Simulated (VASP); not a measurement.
# SiC under pressure and tension, part 3 of 3

How does SiC change with the volume? The starting structure is a computed structure from the Materials Project. All runs use LDA. The equilibrium cell comes from relaxations that aren't shown. At each volume, shape and positions are relaxed as far as symmetry leaves them free.

VASP 6.6.1.

Results so far: the equilibrium volume 0.0 GPa; 0.96 of the equilibrium volume 10.2 GPa; 1.04 of the equilibrium volume -8.3 GPa; 0.92 of the equilibrium volume 22.5 GPa; 0.98 of the equilibrium volume 4.8 GPa; 1.02 of the equilibrium volume -4.4 GPa; 0.9 of the equilibrium volume 29.6 GPa.

### Step 9. Relaxation at 1.06 of the equilibrium volume

Level of this step: LDA; plane waves and PAW (Si, C) (VASP).

INCAR

```
SYSTEM = SiC
PREC = Accurate
ENCUT = 560
EDIFF = 1E-07
NELM = 100
ISMEAR = 0
SIGMA = 0.03
LREAL = .FALSE.
ALGO = Normal
GGA = CA
NBANDS = 24
LORBIT = 11
LWAVE = .FALSE.
LCHARG = .FALSE.
KPAR = 16
IBRION = 2
NSW = 50
ISIF = 4
EDIFFG = -0.003
```

POSCAR

```
SiC
1.0
    3.1197802018      0.0000000000      0.0000000000
   -1.5598900958      2.7018089107      0.0000000000
    0.0000000000      0.0000000000     10.2133814089
Si C
4 4
Direct
    0.6666666700      0.3333333300      0.9378490934
    0.3333333300      0.6666666700      0.4378490934
    0.0000000000      0.0000000000      0.6878893035
    0.0000000000      0.0000000000      0.1878893035
    0.6666666700      0.3333333300      0.7498041718
    0.3333333300      0.6666666700      0.2498041718
    0.0000000000      0.0000000000      0.5004564313
    0.0000000000      0.0000000000      0.0004564313
```

KPOINTS

```
Automatic mesh
0
Gamma
8 8 2
0 0 0
```

PAW data sets: Si and C (LDA family, release 64).

Launch:

```sh
> mpirun -np 16 vasp_std
```

Output:

```text
[... set-up lines as in an earlier step ...]
 entering main loop
       N       E                     dE             d eps       ncg     rms          rms(c)
DAV:   1     0.774521626284E+02    0.77452E+02   -0.15226E+04   960   0.128E+03
DAV:   2    -0.666754851098E+02   -0.14413E+03   -0.13436E+03  1360   0.204E+02
DAV:   3    -0.739577979958E+02   -0.72823E+01   -0.72337E+01  1280   0.445E+01
DAV:   4    -0.740638869838E+02   -0.10609E+00   -0.10599E+00  1240   0.641E+00
[...]
DAV:  12    -0.663945693978E+02    0.50868E-05   -0.11750E-05  1208   0.166E-02    0.106E-02
DAV:  13    -0.663945689857E+02    0.41216E-06   -0.15606E-06  1256   0.574E-03    0.198E-03
DAV:  14    -0.663945689912E+02   -0.55943E-08   -0.68738E-08   888   0.173E-03
   1 F= -.66394569E+02 E0= -.66394569E+02  d E =-.663946E+02
[...]
N       E                     dE             d eps       ncg     rms          rms(c)
DAV:   1    -0.663945964307E+02   -0.27445E-04   -0.32530E-03  1184   0.339E-01    0.304E-02
DAV:   2    -0.663945882920E+02    0.81387E-05   -0.14444E-04  1248   0.699E-02    0.164E-02
DAV:   3    -0.663945777801E+02    0.10512E-04   -0.13984E-05  1224   0.237E-02    0.565E-03
DAV:   4    -0.663945769026E+02    0.87744E-06   -0.54802E-06  1256   0.130E-02    0.269E-03
DAV:   5    -0.663945768990E+02    0.36548E-08   -0.65459E-07  1152   0.475E-03
   2 F= -.66394577E+02 E0= -.66394577E+02  d E =-.790773E-05
 trial-energy change:   -0.000008  1 .order   -0.000007   -0.000071    0.000056
 step:   0.5642(harm=  0.5592)  dis= 0.00049  next Energy=   -66.394589 (dE=-0.200E-04)
[...]
N       E                     dE             d eps       ncg     rms          rms(c)
DAV:   1    -0.663945928922E+02   -0.15990E-04   -0.61652E-04  1184   0.148E-01    0.130E-02
DAV:   2    -0.663945911110E+02    0.17812E-05   -0.26972E-05  1256   0.304E-02    0.718E-03
DAV:   3    -0.663945890753E+02    0.20357E-05   -0.27656E-06  1232   0.105E-02    0.243E-03
DAV:   4    -0.663945889129E+02    0.16243E-06   -0.10550E-06  1256   0.566E-03    0.114E-03
DAV:   5    -0.663945889102E+02    0.27208E-08   -0.10237E-07   728   0.202E-03
   3 F= -.66394589E+02 E0= -.66394589E+02  d E =-.199189E-04
[...]
reached required accuracy - stopping structural energy minimisation
```

Run time: 7.2 s. Hardware: 16 MPI ranks of Intel Xeon 6975P-C (Granite Rapids), shared host; peak memory 3.5 GiB.

OUTCAR, selected parts (step 9):

```text
  Total       -6.4039029     -6.4039029     -6.4067551     -0.0000000     -0.0000000      0.0000000
  in kB     -119.1810330   -119.1810331   -119.2341138     -0.0000002     -0.0000000      0.0000000
  external PRESSURE =    -119.1987266 kB  Pullay stress =       0.0000000 kB

 POSITION                                       TOTAL-FORCE (eV/Angst)
 -----------------------------------------------------------------------------------
      1.55975      0.90052      9.58085         0.000000     -0.000000     -0.000065
     -0.00000      1.80104      4.47323        -0.000000      0.000000     -0.000065
      0.00000      0.00000      7.02679         0.000000     -0.000000     -0.002426
     -0.00000      0.00000      1.91917        -0.000000      0.000000     -0.002426
      1.55975      0.90052      7.65917         0.000000      0.000000     -0.000377
     -0.00000      1.80104      2.55154        -0.000000      0.000000     -0.000377
      0.00000      0.00000      5.11223         0.000000     -0.000000      0.002867
      0.00000      0.00000      0.00460        -0.000000      0.000000      0.002867
 -----------------------------------------------------------------------------------
    total drift:                               -0.000000     -0.000000     -0.000643

  FREE ENERGIE OF THE ION-ELECTRON SYSTEM (eV)
  ---------------------------------------------------
  free  energy   TOTEN  =       -66.3945889102 eV

  energy  without entropy=      -66.3945889102  energy(sigma->0) =      -66.39458891

[... 2 parts as in an earlier step ...]

[... 2 further parts left out ...]
[key lines of the parts left out:]
E-fermi :   7.8272
```

1.06 of the equilibrium volume: 10.761 Å³ an atom and a pressure of -11.92 GPa, and 2.155 eV of gap on the mesh. Further runs on this cell, not shown, give the modes B1 (4) 864.6, B1 (3) 855.7, E2 (1) 191.2 cm⁻¹.

### Step 10. Comparison

```
                           run  volume (Å³/atom)  pressure (GPa)  gap on the mesh (eV)  B1 (4)  B1 (3)  E2 (1)  core minutes
 0.9 of the equilibrium volume             9.137           29.58                 2.189  1029.8  1021.0   188.3          2.67
0.92 of the equilibrium volume              9.34           22.46                 2.187  1006.4   997.5   189.4          4.05
0.96 of the equilibrium volume             9.746           10.15                 2.181   961.9   952.9   190.7          3.73
0.98 of the equilibrium volume             9.949            4.84                 2.176   941.2   932.0   191.1          2.03
        the equilibrium volume            10.152            0.02                 2.172   921.0   911.8   191.3          1.65
1.02 of the equilibrium volume            10.355           -4.35                 2.167   901.4   892.4   191.4          1.92
1.04 of the equilibrium volume            10.558           -8.32                 2.161   882.7   873.7   191.4           3.2
1.06 of the equilibrium volume            10.761          -11.92                 2.155   864.6   855.7   191.2          1.92
```

Modes are in cm⁻¹ and matched by symmetry and order, imaginary ones as negative numbers. A number in brackets counts the listed modes of one symmetry from the lowest. The symmetry labels come from an automatic analysis and can be wrong where levels nearly coincide. Core minutes are wall time times ranks of the run shown, on a shared host.

### Step 11. Summary of results

* pressure at 0.9 of the equilibrium volume: 29.58 GPa
* pressure at 0.92 of the equilibrium volume: 22.46 GPa
* pressure at 0.96 of the equilibrium volume: 10.15 GPa
* pressure at 0.98 of the equilibrium volume: 4.84 GPa
* pressure at the equilibrium volume: 0.02 GPa
* pressure at 1.02 of the equilibrium volume: -4.35 GPa
* pressure at 1.04 of the equilibrium volume: -8.32 GPa
* pressure at 1.06 of the equilibrium volume: -11.92 GPa

**Reading.** Between 0.9 of the equilibrium volume and 1.06 of the equilibrium volume the pressure on SiC goes from 29.6 to -11.9 GPa. Over this range the gap on the mesh falls or stays level: 2.19, 2.19, 2.18, 2.18, 2.17, 2.17, 2.16, 2.16 eV. Semilocal functionals give gaps that are too small, spin-orbit coupling is left out, and the mesh may miss the true band edges, by more at some strains than at others. Where bands change their order, the gap's trend can turn. The B1 (4) mode goes from 1030 to 865 cm⁻¹, a mean mode Grüneisen parameter of 1.1. The B1 (3) mode goes from 1021 to 856 cm⁻¹, a mean mode Grüneisen parameter of 1.1. The E2 (1) mode goes from 188 to 191 cm⁻¹, a mean mode Grüneisen parameter of -0.1. The frequencies are harmonic, and the splitting of polar modes by their long-range field is left out. Further runs on this material are not shown.

[Lines on the potential files, build, host, timing and source positions are cut from VASP's logs without a mark.]

[Logs are printed without paths, hosts, clocks, repeated set-up lines and the standing remarks that a program may print on its own settings, such as how far it seeks lower states.]

[Hosts, paths, dates, database ids (printed as entryN), source tags and the programs' standing remarks are cut or masked in the printed files.]
